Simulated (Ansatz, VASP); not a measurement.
ZnS (Wurtzite-2H): VASP beside Ansatz

The input INCAR:

```
SYSTEM = ZnS
  PREC = Accurate
  ENCUT = 520
  EDIFF = 1E-6
  ISMEAR = 0
  SIGMA = 0.01
  LREAL = .FALSE.
  LASPH = .TRUE.
  NELM = 100
  ALGO = Fast
  ISIF = 2
  LWAVE = .FALSE.
  LCHARG = .FALSE.
  GGA = PE
  NBANDS = 26
```

KPOINTS

```
Automatic mesh
0
G
  5 5 3
  0 0 0
```

The input POSCAR:

```
ZnS
1.0
    3.8110000000      0.0000000000      0.0000000000
   -1.9055000000      3.3004230000      0.0000000000
    0.0000000000      0.0000000000      6.2340000000
Zn S
2 2
Direct
    0.3333333333      0.6666666667      0.0000000000
    0.6666666667      0.3333333333      0.5000000000
    0.3333333333      0.6666666667      0.3850000000
    0.6666666667      0.3333333333      0.8850000000
```

Input for Ansatz:

```yaml
crystal:
  lattice:
    - [3.811, 0.0, 0.0]
    - [-1.9055, 3.300423, 0.0]
    - [0.0, 0.0, 6.234]
  atoms:
    - { symbol: Zn, position: [0.3333333333333333, 0.6666666666666666, 0.0] }
    - { symbol: Zn, position: [0.6666666666666666, 0.3333333333333333, 0.5] }
    - { symbol: S, position: [0.3333333333333333, 0.6666666666666666, 0.385] }
    - { symbol: S, position: [0.6666666666666666, 0.3333333333333333, 0.885] }
basis:
  ecutwfc: 510.0
kpoints:
  mp_grid:
    grid: [5, 5, 3]
  band_path:
    path:
      - [0.0, 0.0, 0.0]
      - [0.5, 0.0, 0.0]
      - [0.33333, 0.33333, 0.0]
      - [0.0, 0.0, 0.0]
      - [0.0, 0.0, 0.5]
      - [0.5, 0.0, 0.5]
    npoints: 10
hamiltonian:
  xc: pbe
scf:
  n_extra_bands: 8
  occupations:
    method: fixed
output:
  bader: true
```

Alike in both runs: task single point; functional PBE; k mesh 5 × 5 × 3; no spin polarisation.

```csv
,VASP,Ansatz
version,VASP 6.6.1,Ansatz 0.2.0
potentials or method,"VASP PAW PBE potentials, release 64 (Zn, S)","plane waves, PAW"
plane-wave cutoff (eV),520,510
occupations,"gaussian, width 0.01 eV",fixed
valence electrons in the cell,36,36
```

```tsv
	VASP	Ansatz	Ansatz less VASP
gap on the k mesh at the Fermi level (eV)	2.25	2.25	-0.005
```
